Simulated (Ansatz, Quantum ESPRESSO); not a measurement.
## Equation of state of rock salt AlN

How stiff is rock salt AlN under hydrostatic load? Each row relaxes cell and atoms at a set pressure. The symmetry of the cell is held, so distortions that would lower it, which this phase may prefer, aren't tested. The phase is followed to these pressures whether or not it stays the stable one.

Calculated with Quantum ESPRESSO 7.5, PBEsol, GBRV 1.5 ultrasoft potentials, cutoff 680 eV, Fermi–Dirac smearing 0.02 eV, k-mesh 12×12×12, no spin polarisation, no spin-orbit coupling.

Reference cell, relaxed at zero pressure with PBEsol (Fm-3m): a = 2.8627 Å, b = 2.8627 Å, c = 2.8627 Å, α = 60.00°, β = 60.00°, γ = 60.00°.

```csv
atom,x,y,z
Al,0.0000,0.0000,0.0000
N,0.5000,0.5000,0.5000
```

```csv
V (Å³/atom),V/V0,P (GPa),E − E0 (meV/atom)
8.4261,1.0159,−4.007,1.5
8.1432,0.9818,5.006,2.5
8.0048,0.9651,10.008,9.1
7.8765,0.9496,15.032,19.2
7.5442,0.9096,30.024,65.7
```

V0 = 8.2944 Å³ an atom, where the residual pressure P0 is −0.001 GPa. **Question.** Fit the Birch–Murnaghan law and give the pressure and the energy at V = 7.7583 Å³ an atom, a row left out above.

With the Eulerian strain f = ½[(V0/V)^(2/3) − 1] and F = (P − P0)/[3f(1 + 2f)^(5/2)], the third-order law is the line F = B0 + (3/2) B0 (B′ − 4) f.

| f | F (GPa) |
| --- | --- |
| 0.03262 | 261.97 |
| 0.01753 | 262.21 |
| 0.01199 | 262.30 |
| 0.00617 | 262.32 |
| −0.00522 | 262.43 |

A straight line through the 5 rows: the means are 0.01262 for f and 262.25 for F, Σ(Δx)² = 0.0007844 and ΣΔxΔy = −0.009491, so the slope is −0.009491/0.0007844 = −12.1 and the intercept 262.25 − (−12.1)(0.01262) = 262.4.

Hence B0 = 262.4 GPa and B′ = 4 + (−12.1)/(1.5 × 262.4) = 3.97. For the withheld volume f = 0.02278, F = 262.12 GPa and P = 20.02 GPa. The run itself gives 20.02 GPa, so the estimate misses by 0.00 GPa, a rounding's worth.

Integrating the same law gives E − E0 = (9/2) B0 V0 f²[1 + (B′ − 4) f] + P0(V0 − V), with 1 GPa Å³ = 6.2415 meV: 31.7 meV an atom. The run itself gives 32.2 meV, so the estimate misses by 0.5 meV; the fitted rows themselves lie up to 0.8 meV off the law.

The same fit over all rows at other levels or in other programs gives B0 = 262 GPa with PBEsol (Ansatz).

[Logs are printed without paths, hosts, clocks, repeated set-up lines and the standing remarks that a program may print on its own settings, such as how far it seeks lower states.]
